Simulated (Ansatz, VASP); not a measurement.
**Two plane-wave programs on Ti**

INCAR

```
SYSTEM = Ti
ALGO = Normal ; EDIFF = 1E-8
ENCUT = 520 ; GGA = PS
ISIF = 2 ; ISMEAR = -1
LASPH = .TRUE. ; LCHARG = .FALSE.
LEFG = .TRUE. ; LREAL = .FALSE.
LWAVE = .FALSE. ; NBANDS = 12
NELM = 60 ; PREC = Accurate
SIGMA = 0.05
```

File KPOINTS:

```
k-points
0
G
  14 14 14
  0 0 0
```

Contents of POSCAR:

```
Ti
1.0
   -1.6410000000      1.6410000000      1.6410000000
    1.6410000000     -1.6410000000      1.6410000000
    1.6410000000      1.6410000000     -1.6410000000
Ti
1
Direct
    0.0000000000      0.0000000000      0.0000000000
```

Input for Ansatz:

```yaml
crystal:
  lattice:
    - [-1.641, 1.641, 1.641]
    - [1.641, -1.641, 1.641]
    - [1.641, 1.641, -1.641]
  atoms:
    - { symbol: Ti, position: [0.0, 0.0, 0.0] }
kpoints:
  mp_grid: { grid: [14, 14, 14] }
  band_path:
    path:
      - [0.0, 0.0, 0.0]
      - [0.5, -0.5, 0.5]
      - [0.0, 0.0, 0.5]
      - [0.0, 0.0, 0.0]
      - [0.25, 0.25, 0.25]
      - [0.5, -0.5, 0.5]
      - [0.25, 0.25, 0.25]
      - [0.0, 0.0, 0.5]
    npoints: 14
scf:
  occupations: { method: fermi_dirac, width: 0.05 }
hamiltonian:
  xc: pbesol
  pseudopotentials: { kind: paw }
output:
  forces: true
  stress: true
  eigenvalues: true
  efg: { contact_densities: true }
  populations: true
  bader: true
  dos: { projected: true, de: 0.2, e_range: [-14, 8] }
  write_density: true
  write_potential: true
  elf: true
  volumetric_format: npy
```

Alike in both runs: task electric field gradients; functional PBEsol; k mesh 14 × 14 × 14; occupations fermi-dirac, width 0.05 eV; no spin polarisation.

|  | VASP | Ansatz |
| --- | --- | --- |
| version | VASP 6.6.1 | Ansatz 0.2.0 |
| potentials or method | VASP PAW PBE potentials, release 64 (Ti_sv) | PAW with Ansatz's default frozen-core files, scalar-relativistic |
| plane-wave cutoff (eV) | 520 | 420 |
| valence electrons in the cell | 12 | 12 |

Ansatz gave:

| Property | Result |
| --- | --- |
| pressure (GPa) | -6.7 |
| Vzz of the field gradient on the site that differs most (V/Å²) | 0.0 |

Task: Estimate VASP's values.

Result: Pressure (GPa): -6.8; Vzz of the field gradient on the site that differs most (V/Å²): 0.0.

With one functional, cell and mesh, what is left measures potentials, basis and numerics.

Caveats: the PAW data sets were made with another functional, which shifts forces and pressure a little (VASP).
